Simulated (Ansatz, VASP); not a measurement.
**One calculation of F, two programs**

```xyz
3
Lattice="4.2209 0.0000 0.0000 -2.1105 3.6554 0.0000 0.0000 0.0000 1.6785" Properties=species:S:1:pos:R:3 pbc="T T T"
F     0.0000    0.0000    0.0000
F     0.0000    2.4370    0.8392
F     2.1105    1.2185    0.8392
```

Alike in both runs: functional PBE; k mesh 9 × 9 × 13; occupations fermi-dirac, width 0.08 eV; no spin polarisation.

Ansatz relaxed the structure, and its values are those at the end. VASP's run is a single point on that final structure, the one shown.

|  | VASP | Ansatz |
| --- | --- | --- |
| version | VASP 6.6.1 | Ansatz 0.2.0 |
| potentials or method | VASP PAW PBE potentials, release 64 (F), cutoff 520 eV | all-electron LAPW, scalar-relativistic |

Ansatz gave:

```
pressure (GPa) : 23.0
```

Problem. Estimate VASP's values.

Solution. Pressure (GPa): 22.3.

Ansatz ran all-electron here, so the differences hold the error of VASP's frozen core and of both bases.

Caveats: so large a pressure means that the cell lies far from this level's equilibrium, or that cutoff or potentials fall short (VASP); an odd number of electrons without spin polarisation forces a metal; a magnetic or distorted state may lie lower.
